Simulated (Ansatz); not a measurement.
**The In2Se2 bilayer (AB) between two gates**

How do the bands of the In2Se2 bilayer (AB) follow a displacement field between two gates?

Main program and level: Ansatz 0.2.0; plane-wave DFT, PBE-D3(BJ), Ansatz PAW.

## 1. The structure

The cell holds 8 atoms: 4 Se and 4 In. Its edges and angles: a = 4.134 Å, b = 4.134 Å, c = 57.786 Å, α = 90.0°, β = 90.0°, γ = 120.0°. Regions: layer 1: In2Se2, 4 atoms (2 Se and 2 In); layer 2: In2Se2, 4 atoms (2 Se and 2 In). Vacuum lies along c.

## 2. Relaxing the slab

The starting cell is a guess, so the in-plane lattice and the atoms are relaxed first, with the slab cut off from its images along the normal.

Contents of input.yaml:

```yaml
crystal:
  lattice:
    - [4.134, 0.0, 0.0]
    - [-2.067, 3.5801490192, 0.0]
    - [0.0, 0.0, 57.7858189278]
  atoms:
    - { symbol: Se, position: [0.3333333333, 0.6666666667, 0.3841773018] }
    - { symbol: In, position: [0.0, 0.0, 0.4041035528] }
    - { symbol: In, position: [0.0, 0.0, 0.453250559] }
    - { symbol: Se, position: [0.3333333333, 0.6666666667, 0.47317681] }
    - { symbol: Se, position: [0.6666666667, 0.3333333333, 0.52682319] }
    - { symbol: In, position: [0.3333333333, 0.6666666667, 0.546749441] }
    - { symbol: In, position: [0.3333333333, 0.6666666667, 0.5958964472] }
    - { symbol: Se, position: [0.6666666667, 0.3333333333, 0.6158226982] }
  periodic: [true, true, false]
kpoints:
  mp_grid: { grid: [12, 12, 1] }
hamiltonian:
  xc: pbe
  dispersion: d3bj
scf:
  occupations: { method: fermi_dirac, width: 0.05 }
  convergence: { dr2_threshold: 1.0e-09 }
relax:
  f_tol: 0.004
  max_steps: 90
  cell: {}
output:
  write_potential: true
  write_density: true
  volumetric_format: npy
```

The run is started by

```
$ ansatz run input.yaml --threads 4 --pin off --max-ram 16384MiB --backend cpu --events-out ev --progress --plain --runs-dir out
```

Numbers of over 12 decimals in the logs are rounded to 6 here.

The program printed:

```text
Warning: relax.cell: scf.convergence.dr2_threshold = 1e-9 eV is looser than the 1.46279956143e-10 eV advised for a relaxation that steers and ends on the stress (1e-10 eV for each atom of the cell: 8, times the square of relax.cell.stress_2d_tol = 0.05 N/m over 23.4 Å (the atoms' height at the walk's start and 5 Å past either face), 2.138e-2 GPa, over a crystal's default 0.05). What an SCF threshold leaves in a stress goes as its square root, and in the free energy as the threshold itself, and one threshold admits the most on a small cell: [figures from the program's tests cut] Set scf.convergence.dr2_threshold to 1.46279956143e-10 eV or tighter. [rest of the remark cut]
Engine: ansatz 0.2.0, aarch64-unknown-linux-gnu
Pseudopotentials: kind: paw
Pseudopotential: Se, paw, valence charge 16, recommended cutoff 420 eV (normal), Se.paw.azcp
Pseudopotential: In, paw, valence charge 13, recommended cutoff 420 eV (normal), In.paw.azcp
Functional definition: PBE
  parameter kappa = 0.804
  parameter beta = 0.066725
  exchange = pbe_x(kappa = kappa, mu = beta*pi^2/3)
  correlation = pbe_c(beta = beta)
Crystal: 8 atoms, lattice volume = 855.250 Å³
Basis set: ecut = 420 eV, 16537 PW (Γ), exchange–correlation on 60×60×800 points (8 copies of the dense FFT grid, shifted against one another)
Bands: 70, of which v1, the nominal top of the filled ones, is band 58 counted from 1 (57 counted from 0)
Symmetry: 6 space group operations
Space group: P3m1 (ITA 156), of the structure as read, at distance tolerance 9.5e-5 Å
k-points: 19 of 144 (time reversal used)
Non-local potential: Se, projectors of the file, l = 0: 2, l = 1: 2, l = 2: 3, l = 3: 1
Non-local potential: In, projectors of the file, l = 0: 2, l = 1: 2, l = 2: 2, l = 3: 2
PAW form: soft (Blöchl's): semilocal exchange-correlation on the pseudo side does not see the compensation charge
PAW one-centre angular grid: Se, 590 points (default); XC on 64 Gauss nodes
PAW one-centre angular grid: In, 590 points (default); XC on 64 Gauss nodes
Initial density: superposition of atomic densities (neutral atoms: chi_scale 0, normalization atom), corrected by the library's trained network
Initial wavefunctions: pseudopotential atomic-orbital guess
Functional: x = pbe(κ = 0.804, μ = 0.219515), c = pbe(β = 0.066725)
SCF iter   1: F=—  HF=-44273.737357 eV  |F-HF|=—  |Δ(HF+E_count)|=         —  Δρ=1.09e-3  dr2=3.42e-2  ethr=1.77e-3  ⟨swp⟩=10.9  Hψ=6778  notcnv=0  defer=23
preconditioner: auto → Resta (q_TF=auto, 1.956 Å⁻¹)  ε∞=1.6  [insulator: Δε(μ)=0.513 eV  Ē_g=13.853 eV  σ=0.050 eV  W_gap=0.98  n_scr=124 (ndim 8)  ℏωp=11.1 eV  f_vac=0.709  D(μ)=0.01/eV (n_scr^D=0)  ε∞_Penn≈1.6  vacuum switching on, ρ_ref=1.4e-2 e/Å³]
SCF iter   2: F=—  HF=-44273.741099 eV  |F-HF|=—  |Δ(HF+E_count)|=   3.74e-3  Δρ=7.62e-4  dr2=6.49e-2  ethr=2.94e-5  ⟨swp⟩=3.2  Hψ=2661  notcnv=0  defer=122
SCF iter   3: F=—  HF=-44273.735602 eV  |F-HF|=—  |Δ(HF+E_count)|=   5.50e-3  Δρ=4.20e-4  dr2=1.48e-2  ethr=2.94e-5  ⟨swp⟩=2.1  Hψ=1488  notcnv=0  defer=122
SCF iter   4: F=—  HF=-44273.734439 eV  |F-HF|=—  |Δ(HF+E_count)|=   1.16e-3  Δρ=1.88e-4  dr2=5.11e-4  ethr=1.28e-5  ⟨swp⟩=2.8  Hψ=1410  notcnv=0  defer=122
SCF iter   5: F=—  HF=-44273.734900 eV  |F-HF|=—  |Δ(HF+E_count)|=   4.61e-4  Δρ=1.25e-4  dr2=1.91e-3  ethr=4.40e-7  ⟨swp⟩=3.1  Hψ=2249  notcnv=0  defer=122
SCF iter   6: F=—  HF=-44273.734780 eV  |F-HF|=—  |Δ(HF+E_count)|=   1.20e-4  Δρ=5.30e-5  dr2=3.46e-5  ethr=4.40e-7  ⟨swp⟩=2.2  Hψ=1397  notcnv=0  defer=122
SCF iter   7: F=—  HF=-44273.734807 eV  |F-HF|=—  |Δ(HF+E_count)|=   2.70e-5  Δρ=1.98e-5  dr2=4.80e-6  ethr=2.98e-8  ⟨swp⟩=2.9  Hψ=2500  notcnv=0  defer=122
SCF iter   8: F=—  HF=-44273.734767 eV  |F-HF|=—  |Δ(HF+E_count)|=   4.00e-5  Δρ=8.51e-6  dr2=9.90e-7  ethr=4.13e-9  ⟨swp⟩=2.5  Hψ=2091  notcnv=0  defer=122
SCF iter   9: F=—  HF=-44273.734767 eV  |F-HF|=—  |Δ(HF+E_count)|=   3.00e-7  Δρ=1.76e-6  dr2=4.29e-8  ethr=8.53e-10  ⟨swp⟩=3.6  Hψ=2794  notcnv=0  defer=122
SCF iter  10: F=—  HF=-44273.734767 eV  |F-HF|=—  |Δ(HF+E_count)|=   2.01e-8  Δρ=4.39e-7  dr2=2.72e-9  ethr=3.69e-11  ⟨swp⟩=2.9  Hψ=2590  notcnv=0  defer=122
SCF iter  11: F=—  HF=-44273.734767 eV  |F-HF|=—  |Δ(HF+E_count)|=   7.06e-9  Δρ=2.19e-7  dr2=1.52e-9  ethr=1.00e-12  ⟨swp⟩=10.7  Hψ=9021  notcnv=0
SCF iter  12: F=-44273.734767 eV  HF=-44273.734767 eV  |F-HF|=5.09e-11  |Δ(HF+E_count)|=   2.55e-9  Δρ=9.67e-8  dr2=2.17e-10  ethr=1.00e-12  ⟨swp⟩=9.2  Hψ=7525  notcnv=0
SCF 1 converged in 12 iterations: F = -44273.734767 eV  dr2 = 2.17e-10
  greatest PAW one-centre occupation: 1.000 electrons in one spin orbital (limit 2), on the Se atom at site 3 (counted from 0), in its partial waves of l = 2
relax step   1: F+E_penalty+E_count = -44273.73476715 eV  Δ(F+E_penalty+E_count) = +0.000e0 eV  max|allowed force component| = 6.279e-1 eV/Å  Δτ_max = 0.0000 Å  P = -0.469 N/m  Ω = 855.250 Å³  fix = [c, alpha, beta]  reactions: c +0.000 N/m  (12 SCF iters, accepted)
Crystal: 8 atoms, lattice volume = 822.888 Å³
Basis set: ecut = 420 eV, 16081 PW (Γ), exchange–correlation on 60×60×800 points (8 copies of the dense FFT grid, shifted against one another)
Initial density: handed on by an earlier stage of this run
Initial wavefunctions: those handed on with the density
iter 1 solved again at ethr=1.86e-4 eV; its pass at ethr=3.10e-3 eV (dr2=2.16e-1 eV) is discarded
SCF iter   1: F=—  HF=-44273.705192 eV  |F-HF|=—  |Δ(HF+E_count)|=         —  Δρ=3.75e-3  dr2=2.16e-1  ethr=1.86e-4  ⟨swp⟩=4.4  Hψ=7556  notcnv=0  defer=1
preconditioner: auto → Resta (q_TF=auto, 1.968 Å⁻¹)  ε∞=1.7  [insulator: Δε(μ)=1.079 eV  Ē_g=13.704 eV  σ=0.050 eV  W_gap=1.00  n_scr=126 (ndim 8)  ℏωp=11.3 eV  f_vac=0.705  D(μ)=0.00/eV (n_scr^D=0)  ε∞_Penn≈1.7  vacuum switching on, ρ_ref=1.4e-2 e/Å³]
SCF iter   2: F=—  HF=-44273.663279 eV  |F-HF|=—  |Δ(HF+E_count)|=   4.19e-2  Δρ=2.25e-3  dr2=8.26e-2  ethr=1.86e-4  ⟨swp⟩=4.8  Hψ=2259  notcnv=0  defer=5
SCF iter   3: F=—  HF=-44273.652427 eV  |F-HF|=—  |Δ(HF+E_count)|=   1.09e-2  Δρ=1.12e-3  dr2=3.32e-2  ethr=7.12e-5  ⟨swp⟩=3.7  Hψ=2206  notcnv=0  defer=70
SCF iter   4: F=—  HF=-44273.654189 eV  |F-HF|=—  |Δ(HF+E_count)|=   1.76e-3  Δρ=8.18e-4  dr2=6.04e-2  ethr=2.86e-5  ⟨swp⟩=3.0  Hψ=1838  notcnv=0  defer=95
SCF iter   5: F=—  HF=-44273.648516 eV  |F-HF|=—  |Δ(HF+E_count)|=   5.67e-3  Δρ=2.91e-4  dr2=2.08e-3  ethr=2.86e-5  ⟨swp⟩=2.4  Hψ=1527  notcnv=0  defer=97
SCF iter   6: F=—  HF=-44273.649157 eV  |F-HF|=—  |Δ(HF+E_count)|=   6.41e-4  Δρ=2.15e-4  dr2=4.77e-3  ethr=1.79e-6  ⟨swp⟩=2.5  Hψ=2264  notcnv=0  defer=95
[...]
SCF iter  11: F=—  HF=-44273.870326 eV  |F-HF|=—  |Δ(HF+E_count)|=   4.63e-9  Δρ=6.66e-7  dr2=3.06e-9  ethr=1.11e-10  ⟨swp⟩=2.5  Hψ=1650  notcnv=0  defer=13
SCF iter  12: F=-44273.870326 eV  HF=-44273.870326 eV  |F-HF|=8.80e-10  |Δ(HF+E_count)|=   5.47e-9  Δρ=2.13e-7  dr2=4.49e-10  ethr=1.00e-12  ⟨swp⟩=10.8  Hψ=9077  notcnv=0
SCF 3 converged in 12 iterations: F = -44273.870326 eV  dr2 = 4.49e-10
relax step   3: F+E_penalty+E_count = -44273.87032648 eV  Δ(F+E_penalty+E_count) = -1.356e-1 eV  max|allowed force component| = 7.726e-2 eV/Å  Δτ_max = 0.0927 Å  P = -1.417 N/m  Ω = 834.527 Å³  energy of the carried Pulay correction = +1.077e-3 eV  fix = [c, alpha, beta]  reactions: c -0.000 N/m  (12 SCF iters, accepted)
[...]
relax step   4: F+E_penalty+E_count = -44273.88485976 eV  Δ(F+E_penalty+E_count) = -1.453e-2 eV  max|allowed force component| = 5.305e-2 eV/Å  Δτ_max = 0.1000 Å  P = -0.645 N/m  Ω = 821.654 Å³  energy of the carried Pulay correction = +1.768e-3 eV  fix = [c, alpha, beta]  reactions: c -0.000 N/m  (13 SCF iters, accepted)
[...]
relax step   5: F+E_penalty+E_count = -44273.89054845 eV  Δ(F+E_penalty+E_count) = -5.689e-3 eV  max|allowed force component| = 4.538e-3 eV/Å  Δτ_max = 0.0392 Å  P = -0.097 N/m  Ω = 814.027 Å³  energy of the carried Pulay correction = +2.186e-3 eV  fix = [c, alpha, beta]  reactions: c -0.000 N/m  (11 SCF iters, accepted)
[...]
relax step   6: F+E_penalty+E_count = -44273.89077176 eV  Δ(F+E_penalty+E_count) = -2.233e-4 eV  max|allowed force component| = 2.353e-3 eV/Å  Δτ_max = 0.0114 Å  P = -0.001 N/m  Ω = 813.220 Å³  energy of the carried Pulay correction = +2.231e-3 eV  fix = [c, alpha, beta]  reactions: c -0.000 N/m  (10 SCF iters, accepted)
Basis set: ecut = 420 eV, 15937 PW (Γ), exchange–correlation on 54×54×800 points (8 copies of the dense FFT grid, shifted against one another)
Initial wavefunctions: pseudopotential atomic-orbital guess (no wavefunctions were taken with the density)
iter 1 solved again at ethr=2.29e-7 eV; its pass at ethr=3.10e-3 eV (dr2=2.65e-4 eV) is discarded
SCF iter   1: F=—  HF=-44273.888596 eV  |F-HF|=—  |Δ(HF+E_count)|=         —  Δρ=3.89e-5  dr2=2.21e-6  ethr=2.29e-7  ⟨swp⟩=5.2  Hψ=11940  notcnv=0
SCF iter   2: F=—  HF=-44273.888612 eV  |F-HF|=—  |Δ(HF+E_count)|=   1.68e-5  Δρ=1.82e-5  dr2=4.95e-7  ethr=1.91e-9  ⟨swp⟩=3.0  Hψ=3079  notcnv=0
SCF iter   3: F=—  HF=-44273.888613 eV  |F-HF|=—  |Δ(HF+E_count)|=   5.67e-7  Δρ=4.51e-6  dr2=8.69e-8  ethr=4.26e-10  ⟨swp⟩=2.4  Hψ=2172  notcnv=0
SCF iter   4: F=—  HF=-44273.888613 eV  |F-HF|=—  |Δ(HF+E_count)|=   4.85e-8  Δρ=1.60e-6  dr2=1.40e-7  ethr=7.49e-11  ⟨swp⟩=3.4  Hψ=2894  notcnv=0
SCF iter   5: F=—  HF=-44273.888613 eV  |F-HF|=—  |Δ(HF+E_count)|=   1.64e-8  Δρ=5.14e-7  dr2=2.97e-8  ethr=7.49e-11  ⟨swp⟩=2.1  Hψ=1543  notcnv=0
SCF iter   6: F=-44273.888613 eV  HF=-44273.888613 eV  |F-HF|=1.22e-9  |Δ(HF+E_count)|=   1.64e-9  Δρ=2.87e-7  dr2=3.37e-10  ethr=1.00e-12  ⟨swp⟩=15.1  Hψ=10662  notcnv=0
SCF 7 converged in 6 iterations: F = -44273.888613 eV  dr2 = 3.37e-10
relax step   7: F+E_penalty+E_count = -44273.88861293 eV  Δ(F+E_penalty+E_count) = +2.159e-3 eV  max|allowed force component| = 2.549e-3 eV/Å  Δτ_max = 0.0000 Å  P = -0.005 N/m  Ω = 813.220 Å³  fix = [c, alpha, beta]  reactions: c -0.000 N/m  stress off target by 4.55e-3 N/m on what of the cell is left free  SCF on the basis re-selected at this cell (its energy is not comparable with the rows above)  (6 SCF iters)
basis re-selected at this cell: Δ(F+E_penalty+E_count) = +2.159e-3 eV, ΔP = -0.004 N/m vs the last step (what re-selecting the basis moved, of the pressure what is left beyond the Pulay correction that the steps carried, after the strain that the cell walked since its last selection, with what the two solves' SCF thresholds leave and, on support functions, any second-order correction that the steps lacked; it is no measure of the basis error at this ecutwfc). The dense FFT grid was sized anew with the basis: this SCF ran on 27×27×400 points, the steps before it on 30×30×400, so part of this shift can come from that change (see relax.cell in the input reference). [rest of the remark cut]
WARN: The output density's exchange-correlation potential varies sharply where the density is thin. Do not read a vacuum level from v_tot or v_xc, or from such a field of the output density. On a cell that repeats whose density bears no net charge and no dipole along the vacuum's axis use v_es (v_loc + v_h of the components); under efield.dipole_correction with no amplitude use v_es + v_field, which holds any externa [...]
SCF converged after 6 iterations
Free energy (F): -44273.888613 eV
Harris-Foulkes:  -44273.888613 eV  (|F-HF|=1.22e-9)
Internal energy: -44273.888611 eV  (E = F + TS)
E sigma→0 (E₀):  -44273.888612 eV
Entropy (-TS):   -0.000002 eV (-0.000 meV/atom)
Fermi energy:    -5.049912 eV
--- Per-component energies (eV) ---
  E_band       = -3272.308935
  E_kinetic    = 1444.141152
  E_local      = -793172.521769  (includes V_loc(G=0)·N_el)
  E_nonlocal   = -914.098990
  E_hartree    = 395248.470907
  E_xc         = -1276.806679
  E_vxc        = -788.106541  (∫ρ·V_xc dr)
  E_paw        = -24265.527474  (= ΣΔE_a)
  E_vpaw       = -338.660593  (= ΣTr[D̂ρ^β])
  E_aug_tail   = -0.002304  (compensation charges beyond the density's cutoff)
  E_ewald      = 378664.532274
  E_disp       = -2.075729  (pairwise vdW)
  E_smearing   = -0.000002  (= −TS)
  E_closure    = 0.000000  (closes the sum)
  Σ components = -44273.888613   (vs F -44273.888613, Δ=0.00e0)
--- Forces (eV/Å), atoms counted from 1 ---
  atom   1  Se    -0.00000000     0.00000000     0.00071912
  atom   2  In     0.00000000    -0.00000000     0.00254937
  atom   3  In     0.00000000    -0.00000000    -0.00200032
  atom   4  Se    -0.00000000     0.00000000     0.00014438
  atom   5  Se    -0.00000000     0.00000000    -0.00071692
  atom   6  In     0.00000000    -0.00000000     0.00243428
  atom   7  In     0.00000000    -0.00000000    -0.00244307
  atom   8  Se    -0.00000000     0.00000000    -0.00068675
  max |Σ_I F_I| component: 9.32e-8 eV/Å
--- 2D stress c σ (N/m, compression-positive) ---
       -0.004550      -0.000000       0.000000
       -0.000000      -0.004550       0.000000
        0.000000       0.000000      -0.000000
  P = ½ c Tr σ = -0.0045 N/m
--- Band table (eV; the first three rows and the last of 19) ---
  k-point 0: bands = [... 54 lower, -6.4080, -6.3570, -6.3570, -5.6995, -4.5922, -3.8833, -3.1648, -3.0916, ... 8 higher]
  k-point 1: bands = [... 54 lower, -6.4874, -6.4241, -6.2221, -5.6394, -4.1695, -3.6487, -2.7841, -2.7556, ... 8 higher]
  k-point 2: bands = [... 54 lower, -6.6901, -6.6027, -6.1511, -5.6860, -3.5620, -3.3189, -2.5187, -2.4367, ... 8 higher]
  k-point 18: bands = [... 54 lower, -7.3859, -7.2668, -7.0739, -6.9127, -3.4975, -3.4112, -2.9054, -2.8656, ... 8 higher]
  the weakly bound empty levels are not read free of the cell's end (no_gap_told)
--- Relaxed structure (6 steps of the walk, 5 accepted, 1 SCFs on fresh bases) ---
  F+E_penalty+E_count = -44273.88861293 eV   max|allowed force component| = 2.549e-3 eV/Å   (the final SCF, on the basis selected at the relaxed cell)
  cell:  # Å, volume = 813.2199 Å³
    - [4.031141, 0.0, 0]
    - [-2.015571, 3.491071, 0]
    - [0, 0, 57.7858189278]
  atoms:
    - { symbol: Se, position: [0.333333, 0.666667, 0.381388] }
    - { symbol: In, position: [-1.8503717076008884e-17, -3.238150488543893e-17, 0.403752] }
    - { symbol: In, position: [-1.8503717076008884e-17, -3.238150488543893e-17, 0.452117] }
    - { symbol: Se, position: [0.333333, 0.666667, 0.474390] }
    - { symbol: Se, position: [0.666667, 0.333333, 0.525589] }
    - { symbol: In, position: [0.333333, 0.666667, 0.547890] }
    - { symbol: In, position: [0.333333, 0.666667, 0.596255] }
    - { symbol: Se, position: [0.666667, 0.333333, 0.618619] }
```

It took 4.4 min on 4 threads of Arm Neoverse V1, shared host; peak memory 2.1 GiB; 18 min of CPU time.

The steps of the relaxation:

```
step  energy less that of the first step (eV)  largest force component (eV/Å)  volume (Å³)
   1                                   0.0000                          0.6279       855.25
   2                                   0.0861                          1.3836       822.89
   3                                  -0.1356                          0.0773       834.53
   4                                  -0.1501                          0.0531       821.65
   5                                  -0.1558                          0.0045       814.03
   6                                  -0.1560                          0.0024       813.22
  7*                                  -0.1538                          0.0025       813.22
```

Relaxation steps marked * repeat the geometry before them on a plane-wave basis chosen anew for their cell, so energy and pressure can jump there. Relaxation step 2 was tried and not accepted.

The run keeps the 6 symmetry operations that it works with, so distortions that break them were not tested.

```
cell as run  before  after  change
      a (Å)   4.134  4.031  -2.5 %
      b (Å)   4.134  4.031  -2.5 %
```

The atoms that moved most (Å, along periodic axes as changes of fractional coordinates times the final cell, across vacuum about the mean position):

```csv
atom,dx,dy,dz,length
Se8,0.000,0.000,0.162,0.162
Se1,0.000,0.000,-0.161,0.161
Se5,0.000,0.000,-0.071,0.071
Se4,0.000,0.000,0.070,0.070
In6,0.000,0.000,0.066,0.066
In3,0.000,0.000,-0.066,0.066
In7,0.000,0.000,0.021,0.021
In2,0.000,0.000,-0.020,0.020
```

The lattice constant a goes from 4.134 to 4.031 Å.

(Part 1 of 3 ends here.)

[Logs are printed without paths, hosts, clocks, repeated set-up lines and the standing remarks that a program may print on its own settings, such as how far it seeks lower states.]

[Hosts, paths, dates, database ids (printed as entryN), source tags and the programs' standing remarks are cut or masked in the printed files.]

[Maps of the electrostatic potential energy from Ansatz leave out the sawtooth potential of an applied field or a dipole correction, so their vacuum need not be flat; planar profiles and work functions include it.]
